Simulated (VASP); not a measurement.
# ScAl3 (Pm-3m) in VASP: electric field gradients with r2SCAN

Aim: the electric field gradients of ScAl3 with r2SCAN.

Program: VASP 6.6.1. These are calculated values, not measurements. Logs are shortened: lines on timing, memory, paths and dates and some standing lists are left out, and cuts for length are marked.

### Step 1. The crystal as given

Symmetry: Pm-3m, No. 221, cubic system. Conventional cell: a = 4.088 Å, b = 4.088 Å, c = 4.088 Å, α = 90.00°, β = 90.00°, γ = 90.00°. Sc (site symmetry m-3m) is surrounded by 12 Al at 2.89 Å. Al (site symmetry 4/mmm) is surrounded by 4 Sc at 2.89 Å and 8 Al at 2.89 Å.

The cell is a database's computed one.

### Step 2. Electric field gradients, r2SCAN

Contents of POSCAR:

```
ScAl3
1.0
    4.0878065700      0.0000000000      0.0000000000
    0.0000000000      4.0878065700      0.0000000000
    0.0000000000      0.0000000000      4.0878065700
Sc Al
1 3
Direct
    0.0000000000      0.0000000000      0.0000000000
    0.5000000000      0.0000000000      0.5000000000
    0.0000000000      0.5000000000      0.5000000000
    0.5000000000      0.5000000000      0.0000000000
```

Contents of INCAR.step1:

```
SYSTEM = ScAl3
PREC = Accurate
ENCUT = 520
ISMEAR = -1
SIGMA = 0.05
LREAL = .FALSE.
LASPH = .TRUE.
NELM = 100
NBANDS = 18
GGA = PE
ALGO = Normal
EDIFF = 1E-4
LWAVE = .TRUE.
LCHARG = .FALSE.
```

Contents of INCAR.step2:

```
SYSTEM = ScAl3
PREC = Accurate
ENCUT = 520
EDIFF = 1E-8
ISMEAR = -1
SIGMA = 0.05
LREAL = .FALSE.
LASPH = .TRUE.
NELM = 100
ALGO = Normal
ISIF = 2
LWAVE = .FALSE.
LCHARG = .FALSE.
METAGGA = R2SCAN
LMIXTAU = .TRUE.
LEFG = .TRUE.
NBANDS = 18
ISTART = 1
```

Contents of KPOINTS:

```
regular mesh
0
G
  8 8 8
  0 0 0
```

Potentials or basis: VASP PAW PBE potentials, release 64 (Sc_sv, Al).

Run with:

```sh
cat potpaw_PBE.64/Sc_sv/POTCAR potpaw_PBE.64/Al/POTCAR > POTCAR
cp INCAR.step1 INCAR
mpirun -np 1 vasp_std > vasp.out
cp INCAR.step2 INCAR
mpirun -np 1 vasp_std > vasp.out
```

OUTCAR:

```text
SYSTEM = ScAl3
   PREC = Accurate
   ENCUT = 520
   EDIFF = 1E-8
   ISMEAR = -1
   LREAL = .FALSE.
   LASPH = .TRUE.
   NELM = 100
   ISIF = 2
   METAGGA = R2SCAN
   ISTART = 1

 ion  position               nearest neighbor table
   1  0.000  0.000  0.000-   2 2.89   3 2.89   4 2.89   2 2.89   3 2.89   3 2.89   4 2.89   3 2.89
                             2 2.89   4 2.89   2 2.89   4 2.89
   2  0.500  0.000  0.500-   1 2.89   3 2.89   4 2.89   1 2.89   4 2.89   3 2.89   4 2.89   4 2.89
                             1 2.89   3 2.89   1 2.89   3 2.89
   3  0.000  0.500  0.500-   1 2.89   2 2.89   4 2.89   1 2.89   4 2.89   1 2.89   2 2.89   1 2.89
                             2 2.89   4 2.89   4 2.89   2 2.89
   4  0.500  0.500  0.000-   1 2.89   2 2.89   3 2.89   2 2.89   3 2.89   1 2.89   2 2.89   2 2.89
                             1 2.89   3 2.89   3 2.89   1 2.89

  LATTYP: Found a simple cubic cell.
 ALAT       =     4.0878065700

  Lattice vectors:

 A1 = (   4.0878065700,   0.0000000000,   0.0000000000)
 A2 = (   0.0000000000,   4.0878065700,   0.0000000000)
 A3 = (   0.0000000000,   0.0000000000,   4.0878065700)

Analysis of symmetry for initial positions (statically):
=====================================================================
 Subroutine PRICEL returns:
 Original cell was already a primitive cell.

 Routine SETGRP: Setting up the symmetry group for a
 simple cubic supercell.

 Subroutine GETGRP returns: Found 48 space group operations
 (whereof 48 operations were pure point group operations)
 out of a pool of 48 trial point group operations.

The static configuration has the point symmetry O_h .

Analysis of symmetry for dynamics (positions and initial velocities):
=====================================================================
 Subroutine PRICEL returns:
 Original cell was already a primitive cell.

 Routine SETGRP: Setting up the symmetry group for a
 simple cubic supercell.

 Subroutine GETGRP returns: Found 48 space group operations
 (whereof 48 operations were pure point group operations)
 out of a pool of 48 trial point group operations.

The dynamic configuration has the point symmetry O_h .

 Subroutine INISYM returns: Found 48 space group operations
 (whereof 48 operations are pure point group operations),
 and found     1 'primitive' translations

----------------------------------------------------------------------------------------

                                     Primitive cell

  volume of cell :      68.3079

  direct lattice vectors                    reciprocal lattice vectors
     4.087806570  0.000000000  0.000000000     0.244629970  0.000000000  0.000000000
     0.000000000  4.087806570  0.000000000     0.000000000  0.244629970  0.000000000
     0.000000000  0.000000000  4.087806570     0.000000000  0.000000000  0.244629970

  length of vectors
     4.087806570  4.087806570  4.087806570     0.244629970  0.244629970  0.244629970

  position of ions in fractional coordinates (direct lattice)
     0.000000000  0.000000000  0.000000000
     0.500000000  0.000000000  0.500000000
     0.000000000  0.500000000  0.500000000
     0.500000000  0.500000000  0.000000000

  ion indices of the primitive-cell ions
   primitive index   ion index
                 1           1
                 2           2
                 3           3
                 4           4

----------------------------------------------------------------------------------------

 KPOINTS: regular mesh

Automatic generation of k-mesh.
 Grid dimensions read from file:
 generate k-points for:    8    8    8

 Generating k-lattice:

  Cartesian coordinates                     Fractional coordinates (reciprocal lattice)
     0.030578746  0.000000000  0.000000000     0.125000000  0.000000000  0.000000000
     0.000000000  0.030578746  0.000000000     0.000000000  0.125000000  0.000000000
     0.000000000  0.000000000  0.030578746     0.000000000  0.000000000  0.125000000

  Length of vectors
     0.030578746  0.030578746  0.030578746

  Shift w.r.t. Gamma in fractional coordinates (k-lattice)
     0.000000000  0.000000000  0.000000000

 Subroutine IBZKPT returns following result:
 ===========================================

 Found     35 irreducible k-points:

 Following reciprocal coordinates:
            Coordinates               Weight
  0.000000  0.000000  0.000000      1.000000
  0.125000  0.000000  0.000000      6.000000
  0.250000  0.000000  0.000000      6.000000
  0.375000  0.000000  0.000000      6.000000
  0.500000  0.000000  0.000000      3.000000
  0.125000  0.125000  0.000000     12.000000
[... 16 lines left out ...]
  0.375000  0.375000  0.125000     24.000000
  0.500000  0.375000  0.125000     24.000000
 [... further k-points ...]
   k-points           NKPTS =     35   k-points in BZ     NKDIM =     35   number of bands    NBANDS=     18
   number of dos      NEDOS =    301   number of ions     NIONS =      4
   total plane-waves  NPLWV =  27000
   dimension x,y,z NGX =    30 NGY =   30 NGZ =   30
   dimension x,y,z NGXF=    60 NGYF=   60 NGZF=   60
   ions per type =               1   3
   NGX,Y,Z   is equivalent  to a cutoff of  12.20, 12.20, 12.20 a.u.
   NGXF,Y,Z  is equivalent  to a cutoff of  24.40, 24.40, 24.40 a.u.
 SYSTEM =  ScAl3
   PREC   = accura    normal or accurate (medium, high low for compatibility)
   ISTART =      1    job   : 0-new  1-cont  2-samecut
   ICHARG =      0    charge: 1-file 2-atom 10-const
   ISPIN  =      1    spin polarized calculation?
   LNONCOLLINEAR =      F non collinear calculations
   LSORBIT =      F    spin-orbit coupling
   LASPH  =      T    aspherical Exc in radial PAW
   ENCUT  =  520.0 eV  38.22 Ry    6.18 a.u.   7.60  7.60  7.60*2*pi/ulx,y,z
   NELM   =    100;   NELMIN=  2; NELMDL=  0     # of ELM steps
   EDIFF  = 0.1E-07   stopping-criterion for ELM
   LREAL  =      F    real-space projection
   EDIFFG = 0.1E-06   stopping-criterion for IOM
   NSW    =      0    number of steps for IOM
   IBRION =     -1    ionic relax: 0-MD 1-quasi-New 2-CG
   NFREE  =      0    steps in history (QN), initial steepest desc. (CG)
   ISIF   =      2    stress and relaxation
   ISYM   =      2    0-nonsym 1-usesym 2-fastsym
   POTIM  = 0.5000    time-step for ionic-motion
   TEBEG  =    0.0;   TEEND  =   0.0 temperature during run
   PSTRESS=    0.0 pullay stress
   NELECT =      20.0000    total number of electrons
   NUPDOWN=      -1.0000    fix difference up-down
   EMIN   =  10.00;   EMAX   =-10.00  energy-range for DOS
   EFERMI =   0.00;   METHOD = LEGACY
   ISMEAR =    -1;   SIGMA  =   0.05  broadening in eV -4-tet -1-fermi 0-gaus
   EFERMI_NEDOS =   21; number of points for ismear=-14 and -15
   IALGO  =     38    algorithm
   IMIX   =      4    mixing-type and parameters
     AMIX     =   0.40;   BMIX     =  1.00
     AMIX_MAG =   1.60;   BMIX_MAG =  1.00
  volume/ion in A,a.u.               =      17.08       115.24
  Fermi-wavevector in a.u.,A,eV,Ry     =   1.087079  2.054282 16.078563  1.181741
  Thomas-Fermi vector in A             =   2.223230
   LORBIT       =      0    0 simple, 1 ext, 2 COOP (PROOUT), +10 PAW based schemes
   METAGGA = R2SCAN    functional components
   LHFCALC =     F    Hartree Fock is set to
   AEXX    =    0.0000 exact exchange contribution
   IVDW    =     0    specifies the selected vdW correction
   LEPSILON=     F    determine dielectric tensor
   LRPA    =     F    only Hartree local field effects (RPA)
 non-spin polarized calculation
  energy-cutoff  :      520.00
  volume of cell :       68.31
 maximum number of plane-waves:      1856
   NGX = 15   NGY = 15   NGZ = 15

 number of electron      19.9999996 magnetization

 Free energy of the ion-electron system (eV)
  ---------------------------------------------------
  ext. energy  EPLUGINS =         0.00000000
  ---------------------------------------------------
  free energy    TOTEN  =       -33.51518019 eV

  energy without entropy =      -33.50487068  energy(sigma->0) =      -33.51002544

 E-fermi :   7.3456     XC(G=0): -11.1225

 val. band max:        7.3442650998   @ k =   0.5000   0.2500   0.2500
 cond. band min:       7.4597772313   @ k =   0.2500   0.2500   0.0000
 fundamental gap:      0.1155121315
 Fermi energy:         7.3456416070

 k-point     1 :       0.0000    0.0000    0.0000
  band No.  band energies     occupation
      1     -43.7606      2.00000
      2     -21.4995      2.00000
      3     -21.4995      2.00000
      4     -21.4995      2.00000
      5      -3.3359      2.00000
      6       4.5967      2.00000
[... 10 lines left out ...]
     17      12.9185      0.00000
     18      12.9185      0.00000

 k-point     2 :       0.1250    0.0000    0.0000
  band No.  band energies     occupation
      1     -43.7604      2.00000
      2     -21.5047      2.00000
      3     -21.4991      2.00000
      4     -21.4991      2.00000
      5      -3.1835      2.00000
      6       3.4049      2.00000
[... 10 lines left out ...]
     17      13.0061      0.00000
     18      13.0061      0.00000

 k-point     3 :       0.2500    0.0000    0.0000
  band No.  band energies     occupation
      1     -43.7599      2.00000
      2     -21.5172      2.00000
      3     -21.4981      2.00000
      4     -21.4981      2.00000
      5      -2.7339      2.00000
      6       1.8534      2.00000
[... 412 lines left out ...]
 k-point    23 :       0.3750    0.3750    0.1250
  band No.  band energies     occupation
      1     -43.7581      2.00000
      2     -21.5253      2.00000
      3     -21.5247      2.00000
      4     -21.4994      2.00000
      5      -0.7079      2.00000
      6       1.6484      2.00000
[... 10 lines left out ...]
     17      11.7480      0.00000
     18      14.1259      0.00000

 k-point    24 :       0.5000    0.3750    0.1250
  band No.  band energies     occupation
      1     -43.7579      2.00000
      2     -21.5299      2.00000
      3     -21.5243      2.00000
      4     -21.4989      2.00000
      5      -0.1762      2.00000
      6       0.9160      2.00000
[... 10 lines left out ...]
     17      12.2766      0.00000
     18      13.4436      0.00000

 [... further k-points ...]

------------------------ aborting loop because EDIFF is reached ----------------------------------------

  FORCE on cell =-STRESS in cart. coord.  units (eV):
  Direction    XX          YY          ZZ          XY          YZ          ZX
  --------------------------------------------------------------------------------------
  -------------------------------------------------------------------------------------
  Total       -0.0520714     -0.0520714     -0.0520714      0.0000000      0.0000000     -0.0000000
  in kB       -1.2213453     -1.2213453     -1.2213453      0.0000000      0.0000000     -0.0000000
  external PRESSURE =      -1.2213453 kB  Pullay stress =       0.0000000 kB

 VOLUME and BASIS-vectors are now :
 -----------------------------------------------------------------------------
  energy-cutoff  :      520.00
  volume of cell :       68.31
      direct lattice vectors                 reciprocal lattice vectors
     4.087806570  0.000000000  0.000000000     0.244629970  0.000000000  0.000000000
     0.000000000  4.087806570  0.000000000     0.000000000  0.244629970  0.000000000
     0.000000000  0.000000000  4.087806570     0.000000000  0.000000000  0.244629970

 POSITION                                       TOTAL-FORCE (eV/Angst)
 -----------------------------------------------------------------------------------
      0.00000      0.00000      0.00000         0.000000      0.000000      0.000000
      2.04390      0.00000      2.04390         0.000000      0.000000      0.000000
      0.00000      2.04390      2.04390         0.000000      0.000000      0.000000
      2.04390      2.04390      0.00000         0.000000      0.000000      0.000000
 -----------------------------------------------------------------------------------
    total drift:                                0.000000     -0.000000      0.000000

  FREE ENERGIE OF THE ION-ELECTRON SYSTEM (eV)
  ---------------------------------------------------
  free  energy   TOTEN  =       -33.5151801887 eV

  energy  without entropy=      -33.5048706834  energy(sigma->0) =      -33.51002544

 Electric field gradients (V/A^2)
---------------------------------------------------------------------
 ion       V_xx      V_yy      V_zz      V_xy      V_xz      V_yz
---------------------------------------------------------------------
   1       0.000     0.000     0.000     0.000    -0.000     0.000
   2     -10.135    20.270   -10.135     0.000     0.000     0.000
   3      20.270   -10.135   -10.135    -0.000     0.000     0.000
   4     -10.135   -10.135    20.270     0.000    -0.000     0.000
---------------------------------------------------------------------

 Electric field gradients after diagonalization (V/A^2)
 (convention: |V_zz| > |V_xx| > |V_yy|)
----------------------------------------------------------------------
 ion       V_xx      V_yy      V_zz     asymmetry (V_yy - V_xx)/ V_zz
----------------------------------------------------------------------
   1       0.000     0.000     0.000      -0.175
   2     -10.135   -10.135    20.270       0.000
   3     -10.135   -10.135    20.270       0.000
   4     -10.135   -10.135    20.270       0.000
----------------------------------------------------------------------

           NMR quadrupolar parameters

 Cq : quadrupolar parameter    Cq=e*Q*V_zz/h
 eta: asymmetry parameters     (V_yy - V_xx)/ V_zz
 Q  : nuclear electric quadrupole moment in mb (millibarn)
----------------------------------------------------------------------
 ion       Cq(MHz)       eta       Q (mb)
----------------------------------------------------------------------
   1       0.000      -0.175       1.000
   2       0.049       0.000       1.000
   3       0.049       0.000       1.000
   4       0.049       0.000       1.000
----------------------------------------------------------------------
```

Run time: 2.5 min. Hardware: 1 thread of Intel Xeon Platinum 8559C (Emerald Rapids), shared host; peak memory 0.19 GiB.

Results:

- Free energy: -33.5152 eV
- Pressure: -0.1 GPa
- Band gap on the k mesh: none (metal or under the smearing width)

Levels at points of the mesh, in eV from the Fermi level:
```csv
k point,band 7,band 8,band 9,band 10,band 11,band 12,band 13,band 14
"(0.00, 0.00, 0.00)",-2.75,-2.05,-2.05,-2.05,1.28,1.38,1.38,1.38
"(0.50, 0.00, 0.00)",-1.89,-1.89,-1.61,0.94,0.94,1.15,1.31,1.76
"(0.50, 0.50, 0.00)",-6.02,-4.73,-0.60,-0.60,1.16,1.48,2.29,2.76
"(0.50, 0.50, 0.50)",-5.05,-4.86,-3.31,-3.31,-3.31,1.03,2.87,2.87
```

Electric field gradients, principal values (V/Å²):
```csv
atom,Vxx,Vyy,Vzz
1 Sc,0.000,0.000,0.000
2 Al,-10.135,-10.135,20.270
3 Al,-10.135,-10.135,20.270
4 Al,-10.135,-10.135,20.270
```

Caveat: the PAW data sets were made with another functional, which shifts forces and pressure a little.
